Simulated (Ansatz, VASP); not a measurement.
Ba in VASP and in Ansatz

```
Ba
1.0
     7.06865    0.00000    0.00000
    -3.53433    6.12163    0.00000
     0.00000    0.00000    4.33308
Ba
3
Cartesian
  0.0000 0.0000 0.0000
  0.0000 4.0811 2.1665
  3.5343 2.0405 2.1665
```

The cell was built by a generator and needn't be a form met in nature.

Alike in both runs: task relaxation of cell and atoms; functional BLYP; k mesh 5 × 5 × 7; occupations fermi-dirac, width 0.1 eV; no spin polarisation.

|  | VASP | Ansatz |
| --- | --- | --- |
| version | VASP 6.6.1 | Ansatz 0.2.0 |
| potentials or method | VASP PAW PBE potentials, release 64 (Ba_sv) | plane waves (420 eV) with PAW, scalar-relativistic |
| plane-wave cutoff (eV) | 600 | 420 |
| valence electrons in the cell | 30 | 30 |

|  | VASP | Ansatz | Ansatz less VASP |
| --- | --- | --- | --- |
| relaxed volume (Å³/atom) | 67.82 | 67.16 | -0.660 |
| relaxed cell length with the largest relative difference (Å) | 7.331 | 7.306 | -0.0246 |
| energy change over the relaxation (meV/atom) | -14 | -12 | +1.6 |

Caveats: the PAW data sets were made with another functional, which shifts forces and pressure a little (VASP). Spin-orbit coupling is left out, which matters for the levels of Ba.
